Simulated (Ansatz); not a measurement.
# Ni: the cost of one run

Program: Ansatz 0.2.0. Level of theory: DFT PBEsol, scalar-relativistic, plane waves, PAW. These are calculated values, not measurements.

5 further runs of the same task are left out: 3 that didn't finish, 2 set aside as unsound or not needed.

### Step 1. The structure to begin with

It takes space group Fm-3m (No. 225, cubic). The conventional cell has a = 3.463 Å, b = 3.463 Å, c = 3.463 Å, α = 90.00°, β = 90.00°, γ = 90.00°. Ni (site symmetry m-3m) is surrounded by 12 Ni at 2.45 Å.

Structure file:

```
Ni
1.0
     0.00000    1.73158    1.73158
     1.73158    0.00000    1.73158
     1.73158    1.73158    0.00000
Ni
1
Cartesian
  0.0000 0.0000 0.0000
```

It is the result of an earlier relaxation at this level (volume 10.38 Å³/atom; gap on the mesh: none (metal), site moments up to 0.7 μB).

### Step 2. Cutting the slab

Miller indices refer to the conventional cell of the relaxed bulk, Fm-3m (No. 225): a = 3.463 Å, b = 3.463 Å, c = 3.463 Å, α = 90.00°, β = 90.00°, γ = 90.00°.

A (100) slab, 6.9 Å thick as cut, with 17 Å of vacuum; its outer planes are Ni (top) and Ni (bottom).

The slab as cut. Its planes from the bottom up:

```
plane  atoms per cell  height over the lowest (Å)
    1              Ni                        0.00
    2              Ni                        1.73
    3              Ni                        3.46
    4              Ni                        5.19
    5              Ni                        6.93
```

### Step 3. The clean surface, relaxed

Contents of input.yaml:

```yaml
crystal:
  lattice:
    - [2.4488168674, 0.0, 0.0]
    - [0.0, 2.4488168674, 0.0]
    - [0.0, 0.0, 23.9263000512]
  atoms:
    - { symbol: Ni, position: [0.5, 0.5, 0.3552576028], spin: 0.73 }
    - { symbol: Ni, position: [0.0, 0.0, 0.4276288014], spin: 0.73 }
    - { symbol: Ni, position: [0.5, 0.5, 0.5], spin: 0.73 }
    - { symbol: Ni, position: [0.0, 0.0, 0.5723711986], spin: 0.73 }
    - { symbol: Ni, position: [0.5, 0.5, 0.6447423972], spin: 0.73 }
basis:
  ecutwfc: 420
kpoints:
  mp_grid: { grid: [12, 12, 1] }
hamiltonian:
  xc: pbesol
scf:
  occupations: { method: gaussian, width: 0.1 }
output:
  forces: true
  eigenvalues: true
  populations: true
  write_density: true
  write_potential: true
  elf: true
  volumetric_format: npy
magnetization:
  spin_polarized: true
relax:
  adjacent_minimum: "off"
  f_tol: 0.03
  max_steps: 70
  constraints: [{ sites: [0, 1] }]
efield:
  axis: 3
  dipole_correction: true
  ramp_width: 0.04
```

Run with:

```
$ ansatz run input.yaml --threads 2 --pin off --max-ram 5120MiB --backend cpu --events-out ev --progress --plain --runs-dir out
```

Q: Estimate wall time and peak memory on 2 threads of Intel Xeon Platinum 8259CL at 2.50GHz (Skylake/Cascade Lake), shared host.

About 2.5 min, with a peak of 0.69 GiB.
